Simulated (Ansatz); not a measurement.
# TaN (Fm-3m) in Ansatz: convergence with ecutrho ratio

Aim: find how far ecutrho ratio must go before the results for TaN settle, at PBEsol. This setting moves, with any that are tied to it; all else stays.

Everything below comes from runs of Ansatz 0.2.0. Logs are shortened: lines on timing, memory, paths and dates and some standing lists are left out, and cuts for length are marked.

## 1. The crystal as given

It takes space group Fm-3m (No. 225, cubic). The conventional cell has a = 4.423 Å, b = 4.423 Å, c = 4.423 Å, α = 90.00°, β = 90.00°, γ = 90.00°. Ta (site symmetry m-3m) is surrounded by 6 N at 2.21 Å. Around N (site symmetry m-3m) lie 6 Ta at 2.21 Å.

The cell comes from a database or a generator and needn't be the stable form of this composition.

## 2. With ecutrho ratio 4

Contents of input.yaml:

```yaml
crystal:
  lattice:
    - [0.0, 2.211323, 2.211323]
    - [2.211323, 0.0, 2.211323]
    - [2.211323, 2.211323, 0.0]
  atoms:
    - { symbol: Ta, position: [0.5, 0.5, 0.5] }
    - { symbol: "N", position: [0.0, 0.0, 0.0] }
hamiltonian:
  xc: pbesol
  pseudopotentials: { kind: paw_fr }
magnetization:
  noncollinear: true
  spin_orbit: true
kpoints:
  mp_grid: { grid: [9, 9, 9] }
scf:
  occupations: { method: methfessel_paxton, width: 0.05 }
output:
  forces: true
  stress: true
  eigenvalues: true
basis:
  ecutrho_ratio: 4
```

Potentials or basis: Ansatz PAW.

Launch:

```sh
$ ansatz run input.yaml --threads 2 --pin off --max-ram 5632MiB --backend cpu --events-out ev --progress --plain --runs-dir out
```

Run time: 1.9 s. Hardware: 2 threads of Arm Neoverse V1, shared host; peak memory 0.36 GiB.

What came out:

```yaml
Free_energy: -10209.1282 eV
Pressure: -10.8 GPa
Band_gap_on_the_k_mesh: none (metal or under the smearing width)
```

## 3. With ecutrho ratio 5

Changes to input.yaml since step 2:

```diff
@@ -23,2 +23,2 @@
 basis:
-  ecutrho_ratio: 4
+  ecutrho_ratio: 5
```

Potentials or basis: Ansatz PAW.

Launch:

```sh
$ ansatz run input.yaml --threads 2 --pin off --max-ram 5632MiB --backend cpu --events-out ev --progress --plain --runs-dir out
```

Run time: 1.9 s. Hardware: 2 threads of Arm Neoverse V1, shared host; peak memory 0.36 GiB.

Results:

```yaml
Free_energy: -10209.1282 eV
Pressure: -10.8 GPa
Band_gap_on_the_k_mesh: none (metal or under the smearing width)
```

## 4. With ecutrho ratio 6

Changes to input.yaml since step 3:

```diff
@@ -23,2 +23,2 @@
 basis:
-  ecutrho_ratio: 5
+  ecutrho_ratio: 6
```

Launch:

```sh
$ ansatz run input.yaml --threads 2 --pin off --max-ram 5632MiB --backend cpu --events-out ev --progress --plain --runs-dir out
```

It took 2 s on 2 threads of Arm Neoverse V1, shared host; peak memory 0.37 GiB.

Results:

| Property | Result |
| --- | --- |
| Free energy | -10209.1282 eV |
| Pressure | -10.8 GPa |
| Band gap on the k mesh | none (metal or under the smearing width) |

## 5. With ecutrho ratio 8

Changes to input.yaml since step 4:

```diff
@@ -23,2 +23,2 @@
 basis:
-  ecutrho_ratio: 6
+  ecutrho_ratio: 8
```

Launch:

```sh
$ ansatz run input.yaml --threads 2 --pin off --max-ram 5632MiB --backend cpu --events-out ev --progress --plain --runs-dir out
```

Run time: 2 s. Hardware: 2 threads of Arm Neoverse V1, shared host; peak memory 0.38 GiB.

It converged, with:

```
Free energy            : -10209.1282 eV
Pressure               : -10.8 GPa
Band gap on the k mesh : none (metal or under the smearing width)
```

## 6. With ecutrho ratio 10

Changes to input.yaml since step 5:

```diff
@@ -23,2 +23,2 @@
 basis:
-  ecutrho_ratio: 8
+  ecutrho_ratio: 10
```

Potentials or basis: Ansatz PAW.

Launch:

```sh
$ ansatz run input.yaml --threads 2 --pin off --max-ram 5632MiB --backend cpu --events-out ev --progress --plain --runs-dir out
```

Wall time 2.1 s (2 threads of Arm Neoverse V1, shared host); peak memory 0.41 GiB.

The run converged. Its results:

```
Free energy            : -10209.1282 eV
Pressure               : -10.8 GPa
Band gap on the k mesh : none (metal or under the smearing width)
```

## 7. With ecutrho ratio 12

Changes to input.yaml since step 6:

```diff
@@ -23,2 +23,2 @@
 basis:
-  ecutrho_ratio: 10
+  ecutrho_ratio: 12
```

Potentials or basis: Ansatz PAW.

Launch:

```sh
$ ansatz run input.yaml --threads 2 --pin off --max-ram 5632MiB --backend cpu --events-out ev --progress --plain --runs-dir out
```

Output:

```text
Warning: RAYON_NUM_THREADS=2 ignored (pool sized by the plan → 2); use --threads N
Engine: ansatz 0.2.0, aarch64-unknown-linux-gnu
Pseudopotentials: kind: paw_fr
Pseudopotential: Ta, paw_fr, valence charge 13, recommended cutoff 420 eV (normal), Ta.paw.azcp#standard-fr
Pseudopotential: N, paw_fr, valence charge 5, recommended cutoff 420 eV (normal), N.paw.azcp#standard-fr
Functional definition: PBEsol
  exchange = pbesol_x
  correlation = pbesol_c
non-collinear run that drives no moment, with spin-orbit: no starting moment large enough to seed its density (crystal.atoms[].spin), no starting occupations that ask for one, no magnetisation constraint and no magnetic field, so the semilocal B_xc is pinned to zero
Crystal: 2 atoms, lattice volume = 21.627 Å³
Basis set: ecut = 420 eV, 411 PW (Γ), exchange–correlation on 80×80×80 points (8 copies of the dense FFT grid, shifted against one another)
Bands: 26, of which v1, the nominal top of the filled ones, is band 18 counted from 1 (17 counted from 0)
Symmetry: 48 space group operations + 48 with time reversal
Magnetic group: BNS 225.117 (UNI 1619), of the structure as read, at distance tolerance 2.8e-5 Å
k-points: 35 of 729
Projection manifold: j_resolved (fully-relativistic pseudo-atomic orbitals)
Non-local potential: Ta, projectors of the file, l = 0: 3, l = 1: 4, l = 2: 4, l = 3: 2
Non-local potential: N, projectors of the file, l = 0: 2, l = 1: 4, l = 2: 2
PAW form: soft (Blöchl's): semilocal exchange-correlation on the pseudo side does not see the compensation charge
PAW frozen core: Ta, regenerated for the run's functional, and the local potential with it (the file was generated under x = pbe(κ = 0.804, μ = 0.2195149727645171), c = pbe(β = 0.06672455060314922))
PAW frozen core: N, regenerated for the run's functional, and the local potential with it (the file was generated under x = pbe(κ = 0.804, μ = 0.2195149727645171), c = pbe(β = 0.06672455060314922))
PAW one-centre angular grid: Ta, 590 points (default); XC on 64 Gauss nodes
PAW one-centre angular grid: N, 110 points (default); XC on 64 Gauss nodes
Initial density: superposition of atomic densities (chi_scale 0.1, normalization cell, long waves kept (reshape's long-wave potential 0.00 eV rms))
Initial wavefunctions: pseudopotential atomic-orbital guess
Functional: x = pbesol(κ = 0.804, μ = 0.12345679012345678), c = pbesol(β = 0.046)
SCF iter   1: F=—  HF=-10209.178910 eV  |F-HF|=—  |Δ(HF+E_count)|=         —  Δρ=4.40e-2  dr2=3.81e-1  dr2_m=0.00e0 (ungated)  ethr=3.10e-3  |M|=0.00e0 ∫|m|=0.00e0 μB  |m|>n=0.0e0 m-floor=0.0e0 τ_xc=0.0e0  β_m=0.30  ⟨swp⟩=5.9  Hψ=2208  notcnv=0  defer=2
preconditioner: auto → none  [insulator: Δε(μ)=0.108 eV  Ē_g=11.217 eV  σ=0.050 eV  W_gap=0.78  n_scr=8 (ndim 8)  ℏωp=25.3 eV  f_vac=0.000  D(μ)=0.78/eV (n_scr^D=8)  ε∞_Penn≈6.1]
SCF iter   2: F=—  HF=-10209.112703 eV  |F-HF|=—  |Δ(HF+E_count)|=   6.62e-2  S|Δr|=    0.00e0  Δρ=2.89e-2  dr2=5.83e-2  dr2_m=0.00e0 (ungated)  ethr=2.12e-3  |M|=0.00e0 ∫|m|=0.00e0 μB  |m|>n=0.0e0 m-floor=0.0e0 τ_xc=0.0e0  β_m=0.35  ⟨swp⟩=2.2  Hψ=735  notcnv=0  defer=82
SCF iter   3: F=—  HF=-10209.121527 eV  |F-HF|=—  |Δ(HF+E_count)|=   8.82e-3  S|Δr|=    0.00e0  Δρ=1.61e-2  dr2=1.95e-2  dr2_m=0.00e0 (ungated)  ethr=3.24e-4  |M|=0.00e0 ∫|m|=0.00e0 μB  |m|>n=0.0e0 m-floor=0.0e0 τ_xc=0.0e0  β_m=0.56  ⟨swp⟩=1.9  Hψ=474  notcnv=0  defer=82
SCF iter   4: F=—  HF=-10209.128226 eV  |F-HF|=—  |Δ(HF+E_count)|=   6.70e-3  S|Δr|=    0.00e0  Δρ=1.08e-3  dr2=2.61e-4  dr2_m=0.00e0 (ungated)  ethr=1.08e-4  |M|=0.00e0 ∫|m|=0.00e0 μB  |m|>n=0.0e0 m-floor=0.0e0 τ_xc=0.0e0  β_m=0.65  ⟨swp⟩=2.5  Hψ=683  notcnv=0  defer=82
SCF iter   5: F=—  HF=-10209.128193 eV  |F-HF|=—  |Δ(HF+E_count)|=   3.36e-5  S|Δr|=    0.00e0  Δρ=2.97e-4  dr2=1.32e-5  dr2_m=0.00e0 (ungated)  ethr=1.45e-6  |M|=0.00e0 ∫|m|=0.00e0 μB  |m|>n=0.0e0 m-floor=0.0e0 τ_xc=0.0e0  β_m=0.79  ⟨swp⟩=2.3  Hψ=648  notcnv=0  defer=82
SCF iter   6: F=—  HF=-10209.128193 eV  |F-HF|=—  |Δ(HF+E_count)|=   9.85e-8  S|Δr|=    0.00e0  Δρ=3.20e-5  dr2=1.45e-7  dr2_m=0.00e0 (ungated)  ethr=7.33e-8  |M|=0.00e0 ∫|m|=0.00e0 μB  |m|>n=0.0e0 m-floor=0.0e0 τ_xc=0.0e0  β_m=0.73  ⟨swp⟩=2.5  Hψ=681  notcnv=0  defer=82
SCF iter   7: F=-10209.128193 eV  HF=-10209.128193 eV  |F-HF|=7.55e-9  |Δ(HF+E_count)|=   1.79e-8  S|Δr|=    0.00e0  Δρ=6.26e-6  dr2=9.29e-9  dr2_m=0.00e0 (ungated)  ethr=5.56e-10  |M|=0.00e0 ∫|m|=0.00e0 μB  |m|>n=0.0e0 m-floor=0.0e0 τ_xc=0.0e0  ⟨swp⟩=8.3  Hψ=1831  notcnv=0
SCF 1 converged in 7 iterations: F = -10209.128193 eV  dr2 = 9.29e-9
SCF converged after 7 iterations
Stability not checked: this state was not tested for a lower state beside it, because cold or Methfessel-Paxton smearing, or corrected tetrahedra, fill the levels in a way that the test cannot read (fill_not_monotonic; see scf.lower_state_search)
Magnetization: |M| = 0.0000 μB,  M = (+0.0000, +0.0000, +0.0000) μB
Absolute magnetization: 0.0000 μB (∫|m|)
  site 0: m = (+0.0000, +0.0000, +0.0000) μB, |m| = 0.0000 μB  (R = 0.91 Å)
  site 1: m = (+0.0000, +0.0000, +0.0000) μB, |m| = 0.0000 μB  (R = 0.91 Å)
Free energy (F): -10209.128193 eV
Harris-Foulkes:  -10209.128193 eV  (|F-HF|=7.55e-9)
Internal energy: -10209.128071 eV  (E = F + TS)
E sigma→0 (E₀):  -10209.128162 eV
Entropy (-TS):   -0.000122 eV (-0.061 meV/atom)
Fermi energy:    20.965417 eV
--- Per-component energies (eV) ---
  E_band       = -55.685079
  E_kinetic    = 498.963494
  E_local      = -596.328866  (includes V_loc(G=0)·N_el)
  E_nonlocal   = 59.151781
  E_hartree    = 198.957261
  E_xc         = -277.314088
  E_vxc        = -281.130309  (∫ρ·V_xc dr)
  E_paw        = -8414.184009  (= ΣΔE_a)
  E_vpaw       = -134.253856  (= ΣTr[D̂ρ^β])
  E_aug_tail   = -0.000002  (compensation charges beyond the density's cutoff)
  E_ewald      = -1678.620117
  E_core_change = 0.246475  (= ΣΔE_core)
  E_smearing   = -0.000122  (= −TS)
  E_closure    = 0.000000  (closes the sum)
  Σ components = -10209.128193   (vs F -10209.128193, Δ=0.00e0)
--- Forces (eV/Å), atoms counted from 1 ---
  atom   1  Ta     0.00000000    -0.00000000    -0.00000000
  atom   2  N     -0.00000000    -0.00000000    -0.00000000
  max |Σ_I F_I| component: 3.12e-29 eV/Å
--- Stress (GPa, compression-positive) ---
      -10.814495      -0.000000       0.000000
       -0.000000     -10.814495      -0.000000
        0.000000       0.000000     -10.814495
  P = ⅓ Tr σ = -10.8145 GPa (-108.145 kbar)
--- Band table (eV; the first three rows and the last of 35) ---
  k-point 0: bands = ["-48.1521", "-48.1521", "-20.9155", "-20.9155", "-12.0650", "-12.0650", "-12.0650", "-12.0650", "2.4945", "2.4945", "17.2485", "17.2485", "17.4550", "17.4550", "17.4550", "17.4550", "18.9275", "18.9275", "18.9275", "18.9275", "19.3032", "19.3032", "21.2378", "21.2378", "21.2378", "21.2378"]
  k-point 1: bands = ["-48.1459", "-48.1459", "-20.9374", "-20.9374", "-12.1574", "-12.1574", "-12.0761", "-12.0761", "2.7826", "2.7826", "16.0835", "16.0835", "16.5073", "16.5073", "16.5301", "16.5301", "19.3672", "19.3672", "19.4217", "19.4217", "19.7328", "19.7328", "22.3035", "22.3035", "22.3086", "22.3086"]
  k-point 2: bands = ["-48.1303", "-48.1303", "-20.9930", "-20.9930", "-12.3807", "-12.3807", "-12.1041", "-12.1041", "3.5510", "3.5510", "14.0618", "14.0618", "15.2104", "15.2104", "15.2468", "15.2468", "20.0747", "20.0747", "20.4080", "20.4080", "20.5852", "20.5852", "24.4057", "24.4057", "24.4392", "24.4392"]
  k-point 34: bands = ["-48.0829", "-48.0829", "-21.1508", "-21.1508", "-12.6847", "-12.6847", "-12.4852", "-12.4852", "4.4170", "4.4170", "13.5089", "13.5089", "14.2276", "14.2276", "14.6980", "14.6980", "20.3672", "20.3672", "21.6192", "21.6192", "24.3782", "24.3782", "25.1171", "25.1171", "26.0615", "26.0615"]
```

Wall time 2.2 s (2 threads of Arm Neoverse V1, shared host); peak memory 0.43 GiB.

What came out:

```
Free energy            : -10209.1282 eV
Pressure               : -10.8 GPa
Band gap on the k mesh : none (metal or under the smearing width)
```

## 8. Summary

```tsv
ecutrho ratio	energy less the tightest run, at zero smearing (meV/atom)	SCF cycles	CPU time (s)	peak memory (GiB)
4	0.00	7	3.5	0.36
5	0.00	7	3.5	0.36
6	0.00	7	3.5	0.37
8	0.00	7	3.5	0.38
10	0.00	7	3.7	0.41
12	0.00	7	4	0.43
```

Against the tightest run, the energy stays within 1 meV/atom from 4 on. The tightest run that finished is the yardstick and may itself not be fully converged.

Caveats: the PAW data sets come from PBE, with cores solved anew for the run's functional, which leaves a small shift of forces and pressure.
